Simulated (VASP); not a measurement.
# FeO: DFT+U ground state, by Hubbard U and LDAUTYPE

FeO, R-3m (no. 166), 4 atoms in the cell.

| Hubbard U (eV) | LDAUTYPE | Hund's J (eV) | Form of DFT+U | Gap (eV) | Largest site moment (muB) | Time (s) |
|---|---|---|---|---|---|---|
| Fe shell d, U 4.5 | 1 | 0.5 | Liechtenstein, U + J and J | 0.00 | 3.68 | 112 |
| Fe shell d, U 4 | 1 | – | Liechtenstein, J = 0 | 0.00 | 3.69 | 113 |
| Fe shell d, U 4.5 | 2 | 0.5 | Dudarev, U + J and J | 0.00 | 3.69 | 116 |
| Fe shell d, U 4 | 2 | – | Dudarev, U alone | 0.00 | 3.69 | 132 |
| Fe shell d, U 4, O shell p, U 4 | 2 | – | Dudarev, U on the anion p shell too | 0.00 | 3.69 | 104 |
| Fe shell d, U 4.5 | 4 | 0.5 | type 4, U + J and J | 0.00 | 3.56 | 106 |
| – | – | – | none | 0.00 | 3.37 | 90 |

Limits: The cell is the same for all forms and was relaxed for none; total energies under different U or different forms can't be compared; magnetic orders weren't compared, so this needn't be the magnetic ground state; rows 1, 2, 3, 4, 5, 6: where a partly filled shell comes out metallic, symmetry may have kept it evenly filled; a lower state with a gap may exist.

## Input of the first row

INCAR:
```
ALGO = Normal
AMIX = 0.2
AMIX_MAG = 0.8
BMIX = 1E-4
BMIX_MAG = 1E-4
EDIFF = 1E-6
ENCUT = 520
GGA = CA
ISIF = 2
ISMEAR = 0
ISPIN = 2
LASPH = T
LCHARG = F
LDAU = T
LDAUJ = 0.5 0
LDAUL = 2 -1
LDAUPRINT = 1
LDAUTYPE = 1
LDAUU = 4.5 0
LMAXMIX = 4
LORBIT = 11
LREAL = F
LWAVE = F
MAGMOM = 4 -4 0 0
NELM = 200
PREC = Accurate
SIGMA = 0.05
VOSKOWN = 1
```

KPOINTS:
```
k-points
0
Gamma
  9 9 5
```

POSCAR:
```
FeO
1.0
    3.0376418046      0.0000000000      0.0000000000
   -1.5188209023     -0.8768916568     -2.5195772846
    0.0000000000      5.2613499408      0.0000000000
Fe O
2 2
Direct
    0.0000000000      0.0000000000      0.0000000000
    0.5000000000      0.0000000000      0.5000000000
    0.2500000000      0.5000000000      0.7500000000
    0.7500000000      0.5000000000      0.2500000000
```

Commands:
```
cat potpaw_LDA.64/Fe/POTCAR potpaw_LDA.64/O/POTCAR > POTCAR
mpirun -np 4 vasp_std > vasp.out
```

Changes of the last row against the first:
```
- LDAU = True
- LDAUTYPE = 1
- LDAUL = 2 -1
- LDAUU = 4.5 0
- LDAUJ = 0.5 0
- LDAUPRINT = 1
```

VASP 6.6.1 took 112 s on 4 cores (Intel Xeon Platinum 8259CL @ 2.50GHz (Skylake/Cascade Lake)), a shared host.
